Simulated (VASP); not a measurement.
Input of a VASP 6.6.1 run:

INCAR

```
  ALGO = Fast
  EDIFF = 1E-7
  ENCUT = 520
  ISIF = 2
  ISMEAR = 0
  KPAR = 4
  LASPH = True
  LCHARG = False
  LREAL = False
  LWAVE = False
  NELM = 80
  PREC = Accurate
  SIGMA = 0.03
```

KPOINTS

```
k-points
0
Gamma
  6 6 6
```

The input POSCAR:

```
ZnS
1.0
    0.0000000000      2.7020000000      2.7020000000
    2.7020000000      0.0000000000      2.7020000000
    2.7020000000      2.7020000000      0.0000000000
Zn S
1 1
Direct
    0.2500000000      0.2500000000      0.2500000000
    0.0000000000      0.0000000000      0.0000000000
```

Potentials or basis: VASP PAW LDA potentials, release 64 (Zn, S).

Run with:

```console
$ cat potpaw_LDA.64/Zn/POTCAR potpaw_LDA.64/S/POTCAR > POTCAR
$ mpirun -np 4 vasp_std > vasp.out
```

**Question.** What does it give for the band gap on the k mesh?

**Answer.** 1.89 eV, direct.

**Question.** Predict the pressure.

**Answer.** -4.3 GPa.

**Experimental background.**

“Electronic, vibrational, and thermodynamic properties of ZnS (zincblende and rocksalt structure)”, 2009, arxiv:0911.5022 quotes, for a bulk crystal of ZnS at 19 K: band gap 3.85 eV (direct).

Measured gap of ZnS: 3.85 eV (direct; 19 K; quoted in “Electronic, vibrational, and thermodynamic properties of ZnS (zincblende and rocksalt structure)”, 2009, arxiv:0911.5022). This calculation gives 1.89 eV (-1.96 eV). So large a miss can be the level of theory's own, or it may mean another phase, state or a wrong row. The value is that of LDA, without temperature or zero-point motion. Semilocal functionals fall short of measured gaps as a rule.
